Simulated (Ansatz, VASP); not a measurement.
# Two plane-wave programs on Sn

File INCAR:

```
SYSTEM = Sn
PREC = Accurate
ENCUT = 520
EDIFF = 1E-6
ISMEAR = 0
SIGMA = 0.15
LREAL = .False.
LASPH = .True.
NELM = 80
ALGO = Fast
ISIF = 2
LWAVE = .False.
LCHARG = .False.
NBANDS = 13
```

Contents of KPOINTS:

```
regular mesh
0
Gamma
  18 18 18
  0 0 0
```

File POSCAR:

```
Sn
1.0
   -1.8946518192      1.8946518192      1.7999192282
    1.8946518192     -1.8946518192      1.7999192282
    1.8946518192      1.8946518192     -1.7999192282
Sn
1
Direct
    0.0000000000      0.0000000000      0.0000000000
```

Input for Ansatz:

```yaml
crystal:
  lattice:
    - [-1.8946518192, 1.8946518192, 1.7999192282]
    - [1.8946518192, -1.8946518192, 1.7999192282]
    - [1.8946518192, 1.8946518192, -1.7999192282]
  atoms:
    - { symbol: Sn, position: [0.0, 0.0, 0.0] }
basis:
  ecutwfc: 420
kpoints:
  mp_grid: { grid: [18, 18, 18] }
hamiltonian:
  xc: lda
scf:
  occupations: { method: gaussian, width: 0.15 }
output:
  forces: true
  stress: true
  eigenvalues: true
```

Change from the starting cell: strain -0.0500 x Voigt [0, 0, 1, 0, 0, 0], atoms carried along.

Alike in both runs: task single point; functional LDA; k mesh 18 × 18 × 18; occupations gaussian, width 0.15 eV; no spin polarisation.

|  | VASP | Ansatz |
| --- | --- | --- |
| version | VASP 6.6.1 | Ansatz 0.2.0 |
| potentials or method | VASP PAW LDA potentials, release 64 (Sn_d) | scalar-relativistic, plane waves, PAW |
| plane-wave cutoff (eV) | 520 | 420 |
| valence electrons in the cell | 14 | 14 |

VASP gave:

```
gap on the k mesh at the Fermi level (eV)       : none
pressure (GPa)                                  : -0.7
largest component of the traceless stress (GPa) : 0.62
```

Q: Estimate Ansatz's values.

A: gap on the k mesh at the Fermi level (eV): none; pressure (GPa): -0.7; largest component of the traceless stress (GPa): 0.61.

A gap of «none» marks a metal or a gap that the smearing closes.
